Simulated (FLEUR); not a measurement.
# Ta (Im-3m) in FLEUR: further runs, part 2 of 2

FLEUR MaX-R8.1 (later development tree). The steps go on from the part before.

**3. Band structure, SCAN**

The input, inp.xml:

```xml
<?xml version="1.0" encoding="UTF-8" standalone="no"?>
<fleurInput fleurInputVersion="0.39">
   <comment>
      Ta                                                                                                  
   </comment>
   <calculationSetup>
      <cutoffs Kmax="4.1" Gmax="12.7" GmaxXC="12.7" numbands="0"/>
      <scfLoop itmax="80" minDistance="0.0001" maxIterBroyd="30" imix="Anderson" alpha="0.05" precondParam="0.0" spinf="2.0" sdNocoIR="T"/>
      <coreElectrons ctail="F" frcor="F" kcrel="0" coretail_lmax="0"/>
      <xcFunctional name="LibXC" relativisticCorrections="F">
         <LibXCName exchange="mgga_x_scan" correlation="mgga_c_scan"/>
         <AuxGGA exchange="117" correlation="130"/>
      </xcFunctional>
      <magnetism jspins="1"/>
      <soc l_soc="F" theta="0.0" phi="0.0" spav="F"/>
      <expertModes spex="0" secvar="F"/>
      <geometryOptimization l_f="F" forcealpha="1.0" forcemix="BFGS" epsdisp="0.00001" epsforce="0.00001"/>
      <ldaU l_linMix="F" mixParam="0.05" spinf="1.0"/>
   </calculationSetup>
   <cell>
      <bzIntegration valenceElectrons="27.0" mode="hist" fermiSmearingEnergy="0.00183747">
         <kPointListSelection listName="default-1"/>
         <!-- k-points included here -->
         <xi:include xmlns:xi="http://www.w3.org/2001/XInclude" href="kpts.xml"> </xi:include>
      </bzIntegration>
      <!-- symmetry operations included here -->
      <xi:include xmlns:xi="http://www.w3.org/2001/XInclude" href="sym.xml"> </xi:include>
      <bulkLattice scale="1.0">
         <bravaisMatrix>
            <row-1>   -3.1204669550294879     3.1204669550294879     3.1204669550294879</row-1>
            <row-2>    3.1204669550294879    -3.1204669550294879     3.1204669550294879</row-2>
            <row-3>    3.1204669550294879     3.1204669550294879    -3.1204669550294879</row-3>
         </bravaisMatrix>
      </bulkLattice>
   </cell>
   <atomSpecies>
      <species name="Tantalum (Ta)" element="Ta" atomicNumber="73">
         <mtSphere radius="2.5" gridPoints="827" logIncrement="0.016"/>
         <atomicCutoffs lmax="10" lnonsphr="10"/>
         <electronConfig flipSpins="F">
            <coreConfig>(1s1/2) (2s1/2) (2p1/2) (2p3/2) (3s1/2) (3p1/2) (3p3/2) (4s1/2) (3d3/2) (3d5/2) (4p1/2) (4p3/2) (4d3/2) (4d5/2)</coreConfig>
            <valenceConfig>(5s1/2) (5p1/2) (5p3/2) (6s1/2) (4f5/2) (4f7/2) (5d3/2) (5d5/2)</valenceConfig>
            <stateOccupation state="(5d3/2)" spinUp="0.600000" spinDown="0.600000"/>
            <stateOccupation state="(5d5/2)" spinUp="0.900000" spinDown="0.900000"/>
         </electronConfig>
         <energyParameters s="6" p="6" d="5" f="4"/>
         <lo type="SCLO" l="0" n="5" eDeriv="0"/>
         <lo type="SCLO" l="1" n="5" eDeriv="0"/>
         <lo type="SCLO" l="2" n="5" eDeriv="2"/>
         <lo type="SCLO" l="3" n="4" eDeriv="2"/>
      </species>
   </atomSpecies>
   <atomGroups>
      <atomGroup species="Tantalum (Ta)">
         <relPos label="                   1">.0000000000 .0000000000 .0000000000</relPos>
         <force calculate="T" relaxXYZ="TTT"/>
      </atomGroup>
   </atomGroups>
   <output dos="F" band="F" slice="F">
      <checks vchk="F" cdinf="F"/>
      <bandDOS minEnergy="-.5*Htr" maxEnergy="0.5*Htr" sigma="0.015" storeEVData="T"/>
      <vacuumDOS vacdos="F" integ="F" star="F" nstars="0" locx1="0.0" locy1="0.0" locx2="0.0" locy2="0.0" nstm="0" tworkf="0.0"/>
      <unfoldingBand unfoldBand="F" supercellX="1" supercellY="1" supercellZ="1"/>
      <plotting iplot="0" polar="F">
         <plot TwoD="T" vec1="  1.0  0.0  0.0" vec2="  0.0  1.0  0.0" vec3="  0.0  0.0  1.0" zero="  0.0  0.0  0.0" file="plot"/>
      </plotting>
      <chargeDensitySlicing numkpt="0" minEigenval="0.0" maxEigenval="0.0" nnne="0" pallst="F"/>
      <specialOutput eonly="F"/>
      <moessbauerParams electricFieldGradient="T" isomerShift="T" coreHyperfine="T" valenceHyperfine="T"/>
      <magneticCircularDichroism mcd="F" energyLo="-10.0" energyUp="0.0"/>
   </output>
  <!-- We include the file relax.xml here to enable relaxations (see documentation) -->
  <xi:include xmlns:xi="http://www.w3.org/2001/XInclude" href="relax.xml"> <xi:fallback/> </xi:include>
</fleurInput>
```

The input, crystal.txt:

```
Ta
&input cartesian=F /
-1.6512800000  1.6512800000  1.6512800000
1.6512800000  -1.6512800000  1.6512800000
1.6512800000  1.6512800000  -1.6512800000
1.8897261246
1.0 1.0 1.0

1
73 0.0000000000  0.0000000000  0.0000000000

&kpt div1=11 div2=11 div3=11 gamma=T /
```

The input, inp.xml (bands):

```
<?xml version="1.0" encoding="UTF-8" standalone="no"?>
<fleurInput fleurInputVersion="0.39">
   <comment>
      Ta                                                                                                  
   </comment>
   <calculationSetup>
      <cutoffs Kmax="4.1" Gmax="12.7" GmaxXC="12.7" numbands="0"/>
      <scfLoop itmax="80" minDistance="0.0001" maxIterBroyd="30" imix="Anderson" alpha="0.05" precondParam="0.0" spinf="2.0" sdNocoIR="T"/>
      <coreElectrons ctail="F" frcor="F" kcrel="0" coretail_lmax="0"/>
      <xcFunctional name="LibXC" relativisticCorrections="F">
         <LibXCName exchange="mgga_x_scan" correlation="mgga_c_scan"/>
         <AuxGGA exchange="117" correlation="130"/>
      </xcFunctional>
      <magnetism jspins="1"/>
      <soc l_soc="F" theta="0.0" phi="0.0" spav="F"/>
      <expertModes spex="0" secvar="F"/>
      <geometryOptimization l_f="F" forcealpha="1.0" forcemix="BFGS" epsdisp="0.00001" epsforce="0.00001"/>
      <ldaU l_linMix="F" mixParam="0.05" spinf="1.0"/>
   </calculationSetup>
   <cell>
      <bzIntegration valenceElectrons="27.0" mode="hist" fermiSmearingEnergy="0.00183747">
         <kPointListSelection listName="path-1"/>
         <!-- k-points included here -->
         <xi:include xmlns:xi="http://www.w3.org/2001/XInclude" href="kpts.xml"> </xi:include>
      </bzIntegration>
      <!-- symmetry operations included here -->
      <xi:include xmlns:xi="http://www.w3.org/2001/XInclude" href="sym.xml"> </xi:include>
      <bulkLattice scale="1.0">
         <bravaisMatrix>
            <row-1>   -3.1204669550294879     3.1204669550294879     3.1204669550294879</row-1>
            <row-2>    3.1204669550294879    -3.1204669550294879     3.1204669550294879</row-2>
            <row-3>    3.1204669550294879     3.1204669550294879    -3.1204669550294879</row-3>
         </bravaisMatrix>
      </bulkLattice>
   </cell>
   <atomSpecies>
      <species name="Tantalum (Ta)" element="Ta" atomicNumber="73">
         <mtSphere radius="2.5" gridPoints="827" logIncrement="0.016"/>
         <atomicCutoffs lmax="10" lnonsphr="10"/>
         <electronConfig flipSpins="F">
            <coreConfig>(1s1/2) (2s1/2) (2p1/2) (2p3/2) (3s1/2) (3p1/2) (3p3/2) (4s1/2) (3d3/2) (3d5/2) (4p1/2) (4p3/2) (4d3/2) (4d5/2)</coreConfig>
            <valenceConfig>(5s1/2) (5p1/2) (5p3/2) (6s1/2) (4f5/2) (4f7/2) (5d3/2) (5d5/2)</valenceConfig>
            <stateOccupation state="(5d3/2)" spinUp="0.600000" spinDown="0.600000"/>
            <stateOccupation state="(5d5/2)" spinUp="0.900000" spinDown="0.900000"/>
         </electronConfig>
         <energyParameters s="6" p="6" d="5" f="4"/>
         <lo type="SCLO" l="0" n="5" eDeriv="0"/>
         <lo type="SCLO" l="1" n="5" eDeriv="0"/>
         <lo type="SCLO" l="2" n="5" eDeriv="2"/>
         <lo type="SCLO" l="3" n="4" eDeriv="2"/>
      </species>
   </atomSpecies>
   <atomGroups>
      <atomGroup species="Tantalum (Ta)">
         <relPos label="                   1">.0000000000 .0000000000 .0000000000</relPos>
         <force calculate="T" relaxXYZ="TTT"/>
      </atomGroup>
   </atomGroups>
   <output dos="F" band="T" slice="F">
      <checks vchk="F" cdinf="F"/>
      <bandDOS minEnergy="-.5*Htr" maxEnergy="0.5*Htr" sigma="0.015" storeEVData="T"/>
      <vacuumDOS vacdos="F" integ="F" star="F" nstars="0" locx1="0.0" locy1="0.0" locx2="0.0" locy2="0.0" nstm="0" tworkf="0.0"/>
      <unfoldingBand unfoldBand="F" supercellX="1" supercellY="1" supercellZ="1"/>
      <plotting iplot="0" polar="F">
         <plot TwoD="T" vec1="  1.0  0.0  0.0" vec2="  0.0  1.0  0.0" vec3="  0.0  0.0  1.0" zero="  0.0  0.0  0.0" file="plot"/>
      </plotting>
      <chargeDensitySlicing numkpt="0" minEigenval="0.0" maxEigenval="0.0" nnne="0" pallst="F"/>
      <specialOutput eonly="F"/>
      <moessbauerParams electricFieldGradient="T" isomerShift="T" coreHyperfine="T" valenceHyperfine="T"/>
      <magneticCircularDichroism mcd="F" energyLo="-10.0" energyUp="0.0"/>
   </output>
  <!-- We include the file relax.xml here to enable relaxations (see documentation) -->
  <xi:include xmlns:xi="http://www.w3.org/2001/XInclude" href="relax.xml"> <xi:fallback/> </xi:include>
</fleurInput>
```

Potentials or basis: all-electron, FLAPW.

The run is started by

```sh
$ inpgen -f crystal.txt -profile fastHighL
$ # inp.xml edited to the form shown
$ fleur_MPI
$ fleur_MPI   # second run, on inp.xml (bands)
```

Run time: 21 s. Hardware: 1 thread of Arm Neoverse V2, shared host; peak memory 0.08 GiB.

Results (log left out):

```
Free energy                                           : -425195.3163 eV
Band gap along the path                               : none (metal or under the smearing width)
Valence electrons inside the program's atomic spheres : Ta 24.89 (radii Ta 2.5 bohr)
```

Levels at the corners of the path, in eV from the Fermi level:
```tsv
point	band 9	band 10	band 11	band 12	band 13	band 14	band 15	band 16	band 17	band 18
Γ	-19.27	-19.27	-19.23	-8.41	0.71	0.71	0.71	4.32	4.32	15.40
H	-19.26	-19.26	-19.26	-3.84	-3.84	7.18	7.18	7.18	8.84	8.84
N	-19.27	-19.27	-19.25	-4.61	-1.65	1.67	4.11	5.26	8.21	12.14
Γ	-19.27	-19.27	-19.23	-8.41	0.71	0.71	0.71	4.32	4.32	15.40
P	-19.28	-19.28	-19.28	-1.28	-1.28	-1.28	5.44	5.44	7.01	13.40
H	-19.26	-19.26	-19.26	-3.84	-3.84	7.18	7.18	7.18	8.84	8.84
P	-19.28	-19.28	-19.28	-1.28	-1.28	-1.28	5.44	5.44	7.01	13.40
N	-19.27	-19.27	-19.25	-4.61	-1.65	1.67	4.11	5.26	8.21	12.14
```

Core levels (eV from the Fermi level):
```csv
atom,levels
1 Ta,"1s1/2 -67276.2, 2s1/2 -11546.0, 2p1/2 -11032.0, 2p3/2 -9761.8, 3s1/2 -2640.1, 3p1/2 -2412.2, 3p3/2 -2138.7, 4s1/2 -533.4, 3d3/2 -1754.8, 3d5/2 -1695.2, 4p1/2 -439.4, 4p3/2 -376.5, 4d3/2 -222.4, 4d5/2 -210.9"
```

Caveat: the meta-GGA is that of a development version, with a GGA for the radial functions and cores and without core tails; spin-orbit coupling is left out, which moves the levels of the heavy elements.

**4. Equation of state, SCAN, 16.93 Å³/atom (volume scaled by 0.94)**

inp.xml: that of step 3 with these lines changed.

```diff
@@ -27,3 +27,3 @@
       <xi:include xmlns:xi="http://www.w3.org/2001/XInclude" href="sym.xml"> </xi:include>
-      <bulkLattice scale="1.0">
+      <bulkLattice scale="0.9795861087">
          <bravaisMatrix>
@@ -37,3 +37,3 @@
       <species name="Tantalum (Ta)" element="Ta" atomicNumber="73">
-         <mtSphere radius="2.5" gridPoints="827" logIncrement="0.016"/>
+         <mtSphere radius="2.45" gridPoints="827" logIncrement="0.016"/>
          <atomicCutoffs lmax="10" lnonsphr="10"/>
```

The run is started by

```sh
$ inpgen -f crystal.txt -profile fastHighL
$ # inp.xml edited to the form shown
$ fleur_MPI
```

Run time: 18 s. Hardware: 1 thread of Arm Neoverse V2, shared host; peak memory 0.09 GiB.

The run converged. Its results:

```
Free energy                                           : -425195.2982 eV
Band gap on the k mesh                                : none (metal or under the smearing width)
Valence electrons inside the program's atomic spheres : Ta 24.84 (radii Ta 2.45 bohr)
```

Caveat: the meta-GGA is that of a development version, with a GGA for the radial functions and cores and without core tails.

**5. Equation of state, SCAN, 17.29 Å³/atom (volume scaled by 0.96)**

inp.xml: that of step 4 with these lines changed.

```diff
@@ -27,3 +27,3 @@
       <xi:include xmlns:xi="http://www.w3.org/2001/XInclude" href="sym.xml"> </xi:include>
-      <bulkLattice scale="0.9795861087">
+      <bulkLattice scale="0.9864848297">
          <bravaisMatrix>
```

The run is started by

```sh
$ inpgen -f crystal.txt -profile fastHighL
$ # inp.xml edited to the form shown
$ fleur_MPI
```

It took 19 s on 1 thread of Arm Neoverse V2, shared host; peak memory 0.09 GiB.

Results (log left out):

```yaml
Free_energy: -425195.3104 eV
Band_gap_on_the_k_mesh: none (metal or under the smearing width)
Valence_electrons_inside_the_program's_atomic_spheres: Ta 24.80 (radii Ta 2.45 bohr)
```

Caveat: the meta-GGA is that of a development version, with a GGA for the radial functions and cores and without core tails.

**6. Equation of state, SCAN, 18.01 Å³/atom**

inp.xml: that of step 5 with these lines changed.

```diff
@@ -27,3 +27,3 @@
       <xi:include xmlns:xi="http://www.w3.org/2001/XInclude" href="sym.xml"> </xi:include>
-      <bulkLattice scale="0.9864848297">
+      <bulkLattice scale="1.0000000000">
          <bravaisMatrix>
```

Potentials or basis: all-electron, FLAPW.

The run is started by

```sh
$ inpgen -f crystal.txt -profile fastHighL
$ # inp.xml edited to the form shown
$ fleur_MPI
```

Wall time 19 s (1 thread of Arm Neoverse V2, shared host); peak memory 0.09 GiB.

The run converged. Its results:

- Free energy: -425195.3041 eV
- Band gap on the k mesh: none (metal or under the smearing width)
- Valence electrons inside the program's atomic spheres: Ta 24.72 (radii Ta 2.45 bohr)

Caveat: the meta-GGA is that of a development version, with a GGA for the radial functions and cores and without core tails.

**7. Equation of state, SCAN, 18.73 Å³/atom (volume scaled by 1.04)**

inp.xml: that of step 6 with these lines changed.

```diff
@@ -27,3 +27,3 @@
       <xi:include xmlns:xi="http://www.w3.org/2001/XInclude" href="sym.xml"> </xi:include>
-      <bulkLattice scale="1.0000000000">
+      <bulkLattice scale="1.0131594038">
          <bravaisMatrix>
```

The run is started by

```sh
$ inpgen -f crystal.txt -profile fastHighL
$ # inp.xml edited to the form shown
$ fleur_MPI
```

Run time: 19 s. Hardware: 1 thread of Arm Neoverse V2, shared host; peak memory 0.09 GiB.

Results (log left out):

```yaml
Free_energy: -425195.2638 eV
Band_gap_on_the_k_mesh: none (metal or under the smearing width)
Valence_electrons_inside_the_program's_atomic_spheres: Ta 24.65 (radii Ta 2.45 bohr)
```

Caveat: the meta-GGA is that of a development version, with a GGA for the radial functions and cores and without core tails.

**8. Equation of state, SCAN, 19.09 Å³/atom (volume scaled by 1.06)**

inp.xml: that of step 7 with these lines changed.

```diff
@@ -27,3 +27,3 @@
       <xi:include xmlns:xi="http://www.w3.org/2001/XInclude" href="sym.xml"> </xi:include>
-      <bulkLattice scale="1.0131594038">
+      <bulkLattice scale="1.0196128224">
          <bravaisMatrix>
```

The run is started by

```sh
$ inpgen -f crystal.txt -profile fastHighL
$ # inp.xml edited to the form shown
$ fleur_MPI
```

Wall time 20 s (1 thread of Arm Neoverse V2, shared host); peak memory 0.09 GiB.

It converged, with:

```
Free energy                                           : -425195.2331 eV
Band gap on the k mesh                                : none (metal or under the smearing width)
Valence electrons inside the program's atomic spheres : Ta 24.62 (radii Ta 2.45 bohr)
```

Caveat: the meta-GGA is that of a development version, with a GGA for the radial functions and cores and without core tails.

**9. Equation of state, SCAN**

Potentials or basis: all-electron, FLAPW.

This step only gathers the single runs of the series.

Results:

- Equilibrium volume: 17.53 Å³/atom
- Bulk modulus: 214 GPa

Energy against volume, from the lowest point:
```tsv
volume (Å³/atom)	energy (meV/atom)
16.930	12.26
17.290	0.00
18.010	6.33
18.731	46.66
19.091	77.36
```

Caveat: the meta-GGA is that of a development version, with a GGA for the radial functions and cores and without core tails. Spin-orbit coupling is left out, which matters for the levels of Ta.

**10. Comparison with measurements**

Step 9. Against the measured bulk modulus of Ta, 194 GPa (quoted in “Refinement of the equation of state of tantalum”, 2004, arxiv:cond-mat/0403080), the calculated 214 GPa is off by +10.2 %. The fit is for a static lattice scaled at fixed shape and fixed fractional positions.
